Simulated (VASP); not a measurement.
# FeS2: single point with PBE+U

**The experiment to reproduce.**

From “Synthetic control over polymorph formation in the d-band semiconductor system FeS2”, 2021, arxiv:2111.12440, for a bulk crystal of FeS2: band gap 0.87 eV.

The system is FeS2.

```
Fe S
1.0
     5.41780    0.00000    0.00000
     0.00000    5.41780    0.00000
     0.00000    0.00000    5.41780
Fe S
4 8
Direct
  0.00000 0.00000 0.00000
  0.50000 0.00000 0.50000
  0.50000 0.50000 0.00000
  0.00000 0.50000 0.50000
  0.38482 0.38482 0.38482
  0.11518 0.61518 0.88482
  0.88482 0.11518 0.61518
  0.61518 0.88482 0.11518
  0.61518 0.61518 0.61518
  0.88482 0.38482 0.11518
  0.11518 0.88482 0.38482
  0.38482 0.11518 0.88482
```

```json
{"Program": "VASP 6.6.1", "Task": "single point", "Functional": "PBE", "Potentials or basis": "VASP PAW PBE potentials, release 64 (Fe, S)", "Cutoff": "420 eV", "k mesh": "6 × 6 × 6", "Occupations": "gaussian, width 0.02 eV", "Spin": "no spin polarisation", "Hubbard terms": "Fe d U = 4 eV", "Further INCAR settings": "ALGO = Normal; EDIFF = 1e-06; NBANDS = 52"}
```

* Pressure: 4.8 GPa
* Largest force: 0.582 eV/Å
* Band gap on the k mesh: 1.46 eV, indirect (least direct gap 1.49 eV)

Forces in eV/Å, atoms in the order of the input:
```
Fe   0.000  0.000  0.000
Fe   0.000  0.000  0.000
Fe   0.000  0.000  0.000
Fe   0.000  0.000  0.000
S    0.336  0.336  0.336
S   -0.336 -0.336  0.336
S    0.336 -0.336 -0.336
S   -0.336  0.336 -0.336
S   -0.336 -0.336 -0.336
S    0.336  0.336 -0.336
S   -0.336  0.336  0.336
S    0.336 -0.336  0.336
```

Levels at points of the mesh, in eV from the valence-band top:
```csv
k point,band 38,band 39,band 40,band 41,band 42,band 43
"(0.00, 0.00, 0.00)",-0.03,-0.03,-0.03,1.46,2.74,2.74
"(0.50, 0.00, 0.00)",-0.16,-0.07,-0.07,2.56,2.56,2.83
"(0.50, 0.50, 0.00)",0.00,0.00,0.00,2.78,2.78,2.78
"(0.50, 0.50, 0.50)",-0.53,-0.53,-0.53,2.79,2.79,2.79
```

Eigenvalues of the final occupation matrices:
| site | spin | trace | eigenvalues |
| --- | --- | --- | --- |
| site 1 d | 1 | 3.30 | 0.35 0.35 0.86 0.86 0.88 |
| site 1 d | 2 | 3.30 | 0.35 0.35 0.86 0.86 0.88 |
| site 2 d | 1 | 3.30 | 0.35 0.35 0.86 0.86 0.88 |
| site 2 d | 2 | 3.30 | 0.35 0.35 0.86 0.86 0.88 |
| site 3 d | 1 | 3.30 | 0.35 0.35 0.86 0.86 0.88 |
| site 3 d | 2 | 3.30 | 0.35 0.35 0.86 0.86 0.88 |
| site 4 d | 1 | 3.30 | 0.35 0.35 0.86 0.86 0.88 |
| site 4 d | 2 | 3.30 | 0.35 0.35 0.86 0.86 0.88 |

It took 84 s on 1 thread of Intel(R) Xeon(R) 6975P-C (Granite Rapids) (shared host), peak memory 0.26 GiB.

A measured gap of FeS2 is 0.87 eV (“Synthetic control over polymorph formation in the d-band semiconductor system FeS2”, 2021, arxiv:2111.12440); the calculated 1.46 eV misses it by +0.59 eV. The value is that of PBE+U on a finite k mesh, which can miss the band edges, without temperature or zero-point motion.

Spin polarisation is off, so any magnetic state and its effect on volume and gap are missing.
